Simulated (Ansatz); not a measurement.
**Turning moments in Fe**

System: Fe, an unrelaxed test cell, picked because its SCF is hard; the cell holds 4 atoms.

```
CELL_PARAMETERS angstrom
3.63971 0.00000 0.00000
0.00000 3.63971 0.00000
0.00000 0.00000 3.63971
ATOMIC_POSITIONS crystal
Fe 0.00000 0.00000 0.00000
Fe 0.00000 0.50000 0.50000
Fe 0.50000 0.00000 0.50000
Fe 0.50000 0.50000 0.00000
```

Site labels below count the atoms in this order, from 1.

Level of theory: Ansatz development build ahead of 0.2.0, DFT, LDA, norm-conserving potentials, plane waves, scalar-relativistic.

```json
{
 "Plane-wave cutoff": "1225 eV",
 "k-point mesh": "3×3×3 (Γ-centred)",
 "Occupations": "Fermi–Dirac smearing, 0.1 eV"
}
```

Site vectors of these older runs were integrated over wider regions than atomic spheres, and need not add up to the total.

The mesh is coarse, so energy differences (and at times their sign) aren't converged.

Spins are non-collinear; moments are vectors (x, y, z) in μB. Without spin–orbit coupling a common rotation of all moments costs nothing, so only their relative directions matter.

Default search: extra SCF cycles where an unstable direction or a doubtful shell filling shows. With a search on, the program may also reshape the start on open shells.

Only this run was made, so its end need not be the lowest state of the cell.

Where moments are weakly coupled, the SCF can meet its threshold before they have finished turning.

Q: Start Fe1 (0.54, 0.11, 0.58), Fe2 (-0.55, -0.47, 0.83), Fe3 (-1.86, 0.01, 0.40), Fe4 (-0.09, 0.96, -0.28); default search for lower states. What happens?

A: It converges in 75 iterations: Fe1 (0.65, 0.71, 1.83), Fe2 (-1.06, -0.30, 1.66), Fe3 (-1.80, 0.45, 0.73), Fe4 (-0.60, 1.96, 0.27) μB (canted; angles of the large moments to the first 59°, 83°, 70°); the program warns that the starting moments weren't kept.
